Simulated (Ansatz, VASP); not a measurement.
ZnSe in VASP and in Ansatz

File INCAR:

```
SYSTEM = ZnSe
PREC = Accurate ; ENCUT = 520
EDIFF = 1E-6 ; ISMEAR = 0
SIGMA = 0.1 ; LREAL = .False.
LASPH = .True. ; NELM = 100
ALGO = Normal ; ISIF = 2
LWAVE = .False. ; LCHARG = .False.
GGA = PE ; NBANDS = 16
```

Contents of KPOINTS:

```
Automatic mesh
0
Gamma
  6 6 6
  0 0 0
```

File POSCAR:

```
ZnSe
1.0
    0.0000000000      2.8324425200      2.8324425200
    2.8324425200      0.0000000000      2.8324425200
    2.8324425200      2.8324425200      0.0000000000
Zn Se
1 1
Direct
    0.0000000000      0.0000000000      0.0000000000
    0.7500000000      0.7500000000      0.7500000000
```

Input for Ansatz:

```yaml
crystal:
  lattice:
    - [0.0, 2.83244252, 2.83244252]
    - [2.83244252, 0.0, 2.83244252]
    - [2.83244252, 2.83244252, 0.0]
  atoms:
    - { symbol: Zn, position: [0.0, 0.0, 0.0] }
    - { symbol: Se, position: [0.75, 0.75, 0.75] }
basis:
  ecutwfc: 420
kpoints:
  mp_grid: { grid: [6, 6, 6] }
hamiltonian:
  xc: pbe
scf:
  occupations: { method: gaussian, width: 0.1 }
  lower_state_search: "off"
output:
  forces: true
  stress: true
  eigenvalues: true
```

Alike in both runs: task single point; functional PBE; k mesh 6 × 6 × 6; occupations gaussian, width 0.1 eV; no spin polarisation.

```csv
,VASP,Ansatz
version,VASP 6.6.1,Ansatz 0.2.0
potentials or method,"VASP PAW PBE potentials, release 64 (Zn, Se)","scalar-relativistic, plane waves, PAW"
plane-wave cutoff (eV),520,420
valence electrons in the cell,18,28
```

VASP gave:

```
gap on the k mesh at the Fermi level (eV) : 1.29
least direct gap on the mesh (eV)         : 1.29
pressure (GPa)                            : 2.5
```

Problem. Estimate Ansatz's values.

Solution. gap on the k mesh at the Fermi level (eV): 1.29; least direct gap on the mesh (eV): 1.29; pressure (GPa): 2.2.

The two sets of potentials don't hold the same shells in valence.
